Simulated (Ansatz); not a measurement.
# Ir under changes of volume

One of the cells (14.059 Å³/atom); the others are scaled copies at fixed shape and fractional positions:

```xyz
1
Lattice="0.0000 1.9156 1.9156 1.9156 0.0000 1.9156 1.9156 1.9156 0.0000" Properties=species:S:1:pos:R:3 pbc="T T T"
Ir    0.0000    0.0000    0.0000
```

- Program: Ansatz 0.2.0
- Functional: PBE
- Potentials or basis: JTH PAW
- Cutoff: 720 eV (not typed: the program's choice for these potentials)
- k mesh: 12 × 12 × 12
- Occupations: fermi-dirac, width 0.05 eV
- Spin: no spin polarisation

```tsv
volume (Å³/atom)	energy over the lowest point (meV/atom)	pressure (GPa)
13.215	142.78	40.4
13.496	81.82	29.4
13.778	?	?
14.059	12.34	11.0
14.340	0.00	3.3
14.621	0.40	-3.5
14.902	12.09	-9.6
```

Problem. What does the run at 13.778 Å³/atom give?

Solution. Energy over the lowest point 39.01 meV/atom; pressure 19.7 GPa.

Worked out: A Birch-Murnaghan fit of order 3 (a polynomial in V^(-2/3)) to the other rows has its minimum at 14.47 Å³/atom with B0 = V·E''(V) = 353 GPa and B' = 5.1. It gives 38.93 meV/atom at 13.778 Å³/atom, against the run's 39.01, and -dE/dV = 19.6 GPa, against 19.7.

Energies are extrapolated to zero smearing.
